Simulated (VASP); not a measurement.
A run of VASP 6.6.1 is set up as follows.

Contents of INCAR:

```
  PREC = Accurate
  ENCUT = 600
  EDIFF = 1E-6
  ISMEAR = 1
  SIGMA = 0.1
  LREAL = False
  LASPH = True
  NELM = 80
  ALGO = Normal
  ISIF = 3
  LWAVE = False
  LCHARG = False
  GGA = AM
  IBRION = 2
  NSW = 90
  EDIFFG = -0.01
```

KPOINTS

```
regular mesh
0
Gamma
  14 14 8
```

The input POSCAR:

```
FeSi2
1.0
    2.6840000000      0.0000000000      0.0000000000
    0.0000000000      2.6840000000      0.0000000000
    0.0000000000      0.0000000000      5.1280000000
Fe Si
1 2
Direct
    0.0000000000      0.0000000000      0.0000000000
    0.5000000000      0.5000000000      0.2700000000
    0.5000000000      0.5000000000      0.7300000000
```

Potentials or basis: VASP PAW PBE potentials, release 64 (Fe, Si).

Command:

```console
$ cat potpaw_PBE.64/Fe/POTCAR potpaw_PBE.64/Si/POTCAR > POTCAR
$ mpirun -np 1 vasp_std > vasp.out
```

Task: Predict the band gap on the k mesh.

Result: None (metal or under the smearing width).

Task: Estimate the relaxed cell.

Result: a = 2.670 Å, b = 2.670 Å, c = 5.108 Å, α = 90.00°, β = 90.00°, γ = 90.00°.

Task: Estimate the space group after relaxing (to 0.05 Å).

Result: P4/mmm (No. 123).

Forces on the atoms (eV/Å):
```
Fe   0.000  0.000  0.000
Si   0.000  0.000  0.003
Si   0.000  0.000 -0.003
```

Caveat: the PAW data sets were made with another functional, which shifts forces and pressure a little. Spin polarisation is off, so any magnetic state and its effect on volume and gap are missing.
